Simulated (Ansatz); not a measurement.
# Pressure coefficients of EuO

```xyz
2
Lattice="0.0000 2.5720 2.5720 2.5720 0.0000 2.5720 2.5720 2.5720 0.0000" Properties=species:S:1:pos:R:3 pbc="T T T"
Eu    0.0000    0.0000    0.0000
O     2.5720    2.5720    2.5720
```

The cell comes from COD entry 9008633, which wasn't checked; take it as a given geometry.

Semilocal functionals without a Hubbard term describe localised f shells poorly; where the shell is localised, the real material differs.

The magnetic state is the one reached from the start moments; no search over orders was made, so it needn't be the ground state.

Spin–orbit coupling is left out, though it moves levels of the heavy atoms by tenths of an eV or more.

These are results of DFT, PBE, all-electron LAPW, scalar-relativistic (Ansatz 0.2.0), not measurements.

The runs use a Γ-centred 14×14×14 k mesh, Fermi–Dirac smearing of 0.03 eV, basis error target 0.5 meV/atom, spin-polarised from start moments Eu1 7 μB.

The cell is scaled evenly with fractional coordinates held.

| V/V(cell) | P (GPa) | cell moment (μB) |
| --- | --- | --- |
| 0.9405 | 1.40 | 6.941 |
| 0.9800 | -2.36 | 6.971 |
| 1.0000 | -3.99 | 6.978 |
| 1.0200 | -5.42 | 6.987 |

Question: From the rows at 0.9800 and 1.0200, what is the bulk modulus at the cell's volume?

Answer: B = −ΔP/Δln V = −[(-5.42) − (-2.36)]/0.04001 = 76.5 GPa. This is the modulus at -3.99 GPa, not at zero pressure.

Question: How does the moment scale with volume?

Answer: dln M/dln V = ln(6.987/6.971)/0.04001 = 0.06: the moment hardly moves, as with a saturated or integer moment.

Question: Predict the row at V/V(cell) = 1.0600. How far is a linear estimate of P off?

Answer: P = -7.86 GPa, moment 6.997 μB. The linear estimate P(cell) − B ln(V/V(cell)) = -8.45 GPa misses by 0.59 GPa, since the modulus falls on expansion.
